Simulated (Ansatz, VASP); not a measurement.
# W in VASP and in Ansatz

```
W
1.0
     5.38152    0.00000    0.00000
    -2.69076    4.66053    0.00000
     0.00000    0.00000    2.66940
W
4
Direct
  0.00000 0.00000 0.00000
  0.00000 0.50000 0.50000
  0.50000 0.00000 0.50000
  0.50000 0.50000 0.50000
```

Alike in both runs: functional PBE; k mesh 12 × 12 × 18; occupations gaussian, width 0.1 eV; no spin polarisation.

Ansatz relaxed the structure, and its values are those at the end. VASP's run is a single point on that final structure, the one shown.

```csv
,VASP,Ansatz
version,VASP 6.6.1,Ansatz 0.2.0
potentials or method,"VASP PAW PBE potentials, release 64 (W_sv)","scalar-relativistic, plane waves, PAW"
plane-wave cutoff (eV),520,420
valence electrons in the cell,56,56
```

Ansatz gave:

* gap on the k mesh at the Fermi level (eV): none
* pressure (GPa): 0.0

**Question.** Estimate VASP's values.

**Answer.** gap on the k mesh at the Fermi level (eV): none; pressure (GPa): 0.5.

A gap of «none» marks a metal or a gap that the smearing closes. The functional is the same, so the differences come from potentials, cutoffs and numerics.

Spin-orbit coupling is left out, which matters for the levels of W.
